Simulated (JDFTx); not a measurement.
## ZrS2: equation of state with PBE

The system is ZrS2.

```
CELL_PARAMETERS angstrom
3.69138 0.00000 0.00000
-1.84569 3.19683 0.00000
0.00000 0.00000 6.04108
ATOMIC_POSITIONS crystal
Zr 0.00000 0.00000 0.00000
S 0.33333 0.66667 0.23791
S 0.66667 0.33333 0.76209
```

The cell is a database's computed one.

* Program: JDFTx 1.7.0 (patched build)
* Task: equation of state
* Functional: PBE
* Potentials or basis: PseudoDojo-SR-PBE-0.5-standard
* Cutoff: 898 eV
* Density cutoff: 7184 eV
* k mesh: 8 × 8 × 5
* Occupations: fermi-dirac, width 0.05 eV
* Spin: no spin polarisation
* Bands: 18
* Density cutoff over wavefunction cutoff: 8
* Max SCF steps: 100
* SCF threshold on the energy: 1e-09 Ha
* Solver of the electrons: scf

The equilibrium volume is 23.91 Å³/atom. The bulk modulus at fixed shape and positions is 88 GPa and the pressure derivative of the bulk modulus is 4.1.

Energy against volume, from the lowest point:
| volume (Å³/atom) | energy (meV/atom) |
| --- | --- |
| 22.337 | 31.27 |
| 22.813 | 14.54 |
| 23.288 | 4.32 |
| 23.763 | 0.00 |
| 24.238 | 1.00 |
| 24.714 | 6.82 |
| 25.189 | 16.99 |

Caveat: the cell was scaled at fixed shape and fractional positions, which overstates the stiffness of a crystal with free parameters, most of all of layers and chains; this functional lacks dispersion, which binds the layers, so the pressure and a relaxed spacing across them are unreliable.
